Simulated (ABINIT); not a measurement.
MgS (Niningerite):

```xyz
2
Lattice="0.0000 2.6016 2.6016 2.6016 0.0000 2.6016 2.6016 2.6016 0.0000" Properties=species:S:1:pos:R:3 pbc="T T T"
S     2.6016    2.6016    2.6016
Mg    0.0000    0.0000    0.0000
```

Base run:

```yaml
Program: ABINIT 10.8.3 (patched build)
Functional: LDA
Potentials_or_basis: PseudoDojo NC SR LDA v0.4 stringent
Cutoff: 1034 eV
k_mesh: 7 × 7 × 7
Occupations: fermi-dirac, width 0.05 eV
Spin: no spin polarisation
```

Its results: band gap on the k mesh 2.78 eV, indirect (least direct gap 3.48 eV); pressure -3.7 GPa.

Question: After a change of settings the same cell gave: band gap on the k mesh 2.78 eV, indirect (least direct gap 3.48 eV); pressure -3.2 GPa. Which change was it?
A. potentials or basis from PseudoDojo NC SR LDA v0.4 stringent to PseudoDojo NC SR LDA v0.4.1 standard; cutoff from 1034 eV to 1143 eV
B. functional from LDA to PBE; potentials or basis from PseudoDojo NC SR LDA v0.4 stringent to PseudoDojo NC SR PBE v0.4.1 standard; cutoff from 1034 eV to 1143 eV
C. functional from LDA to PBE; potentials or basis from PseudoDojo NC SR LDA v0.4 stringent to SPMS NC PBE v1.0; cutoff from 1034 eV to 707 eV
D. functional from LDA to PBEsol; potentials or basis from PseudoDojo NC SR LDA v0.4 stringent to PseudoDojo NC SR PBEsol v0.4.1 standard

Answer: A.

Caveats: an odd mesh through Γ misses points on the zone boundary, where band edges often lie.

Not every run made on this cell is shown here.
